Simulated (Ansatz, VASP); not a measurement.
One calculation of LiF, two programs

File INCAR:

```
SYSTEM = LiF
ALGO = Normal
EDIFF = 1E-6
ENCUT = 520
GGA = PE
ISIF = 2
ISMEAR = 0
LASPH = .True.
LCHARG = .True.
LELF = .True.
LREAL = .False.
LVHAR = .True.
LWAVE = .False.
NBANDS = 18
NELM = 100
PREC = Accurate
SIGMA = 0.1
```

File KPOINTS:

```
k-points
0
Gamma
  6 6 4
  0 0 0
```

POSCAR

```
LiF
1.0
    3.0609398175      0.0000000000      0.0000000000
   -1.5304699087      2.6508516414      0.0000000000
    0.0000000000      0.0000000000      4.8073245700
Li F
2 2
Direct
    0.3333333300      0.6666666700      0.3811542600
    0.6666666700      0.3333333300      0.8811542600
    0.3333333300      0.6666666700      0.9938437400
    0.6666666700      0.3333333300      0.4938437400
```

Input for Ansatz:

```yaml
crystal:
  lattice:
    - [3.0609398175, 0.0, 0.0]
    - [-1.5304699087, 2.6508516414, 0.0]
    - [0.0, 0.0, 4.80732457]
  atoms:
    - { symbol: Li, position: [0.33333333, 0.66666667, 0.38115426] }
    - { symbol: Li, position: [0.66666667, 0.33333333, 0.88115426] }
    - { symbol: F, position: [0.33333333, 0.66666667, 0.99384374] }
    - { symbol: F, position: [0.66666667, 0.33333333, 0.49384374] }
basis:
  ecutwfc: 420
kpoints:
  mp_grid: { grid: [6, 6, 4] }
hamiltonian:
  xc: pbe
scf:
  occupations: { method: gaussian, width: 0.1 }
output:
  forces: true
  stress: true
  eigenvalues: true
```

Measurements of this composition are mostly on another form, of space group No. 225.

Alike in both runs: task single point; functional PBE; k mesh 6 × 6 × 4; occupations gaussian, width 0.1 eV; no spin polarisation.

|  | VASP | Ansatz |
| --- | --- | --- |
| version | VASP 6.6.1 | Ansatz 0.2.0 |
| potentials or method | VASP PAW PBE potentials, release 64 (Li_sv, F) | scalar-relativistic, plane waves, PAW |
| plane-wave cutoff (eV) | 520 | 420 |
| valence electrons in the cell | 20 | 20 |

```tsv
	VASP	Ansatz	Ansatz less VASP
gap on the k mesh at the Fermi level (eV)	7.91	7.92	+0.013
least direct gap on the mesh (eV)	7.91	7.92	+0.013
```

 A k mesh can miss the band edges.
